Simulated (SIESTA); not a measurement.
Crystal: FeSi.

```
Fe Si
1.0
     4.55070    0.00000    0.00000
     0.00000    4.55070    0.00000
     0.00000    0.00000    4.55070
Fe Si
4 4
Direct
  0.86348 0.63652 0.36348
  0.63652 0.36348 0.86348
  0.36348 0.86348 0.63652
  0.13652 0.13652 0.13652
  0.15760 0.34240 0.65760
  0.34240 0.65760 0.15760
  0.65760 0.15760 0.34240
  0.84240 0.84240 0.84240
```

```yaml
Program: SIESTA 5.4.2
Task: single point
Functional: PBEsol
Potentials_or_basis: PseudoDojo 0.4 standard (PBEsol files)
Basis: DZP (energy shift 0.003 Ry; two zetas on semicore shells)
Grid_cutoff: 800 Ry
Energy_shift: 0.003 Ry
k_mesh: 6 × 6 × 6
Occupations: fermi-dirac, width 0.05 eV
Spin: collinear spin, ferromagnetic start
Starting_moments: "[3.0, 3.0, 3.0, 3.0, 0.0, 0.0, 0.0, 0.0] μB"
```

On this cell: pressure -16.0 GPa; largest force 0.123 eV/Å; net moment 3.90 μB per cell; site moments Fe +1.14; Si -0.16 μB; band gap on the k mesh none (metal or under the smearing width).

The same run follows on a disturbed copy (atoms moved at random, drawn with an rms of 0.05 Å):

```xyz
8
Lattice="4.5507 0.0000 0.0000 0.0000 4.5507 0.0000 0.0000 0.0000 4.5507" Properties=species:S:1:pos:R:3 pbc="T T T"
Fe    3.9440    2.9214    1.6553
Fe    2.9074    1.6061    3.8793
Fe    1.6505    3.8748    2.8794
Fe    0.6413    0.6099    0.6002
Si    0.7320    1.5051    3.0288
Si    1.5508    3.0078    0.7591
Si    2.9684    0.6843    1.4937
Si    3.8609    3.8289    3.8351
```

Question: What does the disturbed cell give?

Answer: The energy (extrapolated to zero smearing) moves by +16.5 meV/atom; pressure -15.7 GPa; largest force 1.225 eV/Å; net moment 3.84 μB per cell; site moments Fe +1.20, +1.15, +0.97; Si -0.16 μB; band gap on the k mesh none (metal or under the smearing width).

Forces in eV/Å, atoms in the order of the input:
```
Fe  -0.235 -0.655 -0.005
Fe   0.006  0.531  0.352
Fe   0.307  0.325  0.456
Fe  -0.171  0.092  0.481
Si  -0.392  0.439 -0.731
Si   0.485 -0.710 -0.873
Si   0.197  0.176  0.410
Si  -0.197 -0.200 -0.090
```

Stress tensor (GPa, compression positive):
```
-15.86   0.10   0.22
  0.10 -16.72   0.11
  0.22   0.11 -14.67
```

Caveats: short orbitals over semicore shells can move pressures by several GPa; the basis of atomic orbitals isn't converged, which shifts pressures, moduli and gaps; so large a pressure means that the cell lies far from this level's equilibrium, or that cutoff or potentials fall short (some runs).
